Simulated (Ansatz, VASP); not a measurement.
## MgO in VASP and in Ansatz

```
Mg O
1.0
     0.00000    2.09700    2.09700
     2.09700    0.00000    2.09700
     2.09700    2.09700    0.00000
Mg O
1 1
Direct
  0.98355 0.02051 0.98418
  0.50225 0.49698 0.50691
```

Change from the starting cell: atoms moved at random, drawn with an rms of 0.05 Å.

Alike in both runs: task single point; functional PBE; k mesh 11 × 11 × 11; occupations fermi-dirac, width 0.05 eV; no spin polarisation.

|  | VASP | Ansatz |
| --- | --- | --- |
| version | VASP 6.6.1 | Ansatz 0.2.0 |
| potentials or method | VASP PAW PBE potentials, release 64 (Mg, O) | Ansatz PAW |
| plane-wave cutoff (eV) | 520 | 420 |
| valence electrons in the cell | 8 | 16 |

Ansatz gave:

- gap on the k mesh at the Fermi level (eV): 4.87
- least direct gap on the mesh (eV): 4.87
- pressure (GPa): 7.7
- largest component of the traceless stress (GPa): 1.92
- rms of the force components (eV/Å): 0.308

Estimate VASP's values.

gap on the k mesh at the Fermi level (eV): 4.85; least direct gap on the mesh (eV): 4.85; pressure (GPa): 7.0; largest component of the traceless stress (GPa): 1.94; rms of the force components (eV/Å): 0.313.

Atom by atom the forces differ by 0.005 eV/Å (rms over components). The two sets of potentials don't hold the same shells in valence.

Caveats: odd divisions of the mesh miss points on the zone boundary, where band edges often lie, so the gap on the mesh can be too wide (Ansatz); the pressure holds a Pulay correction of +0.6 GPa for the finite cutoff (Ansatz).
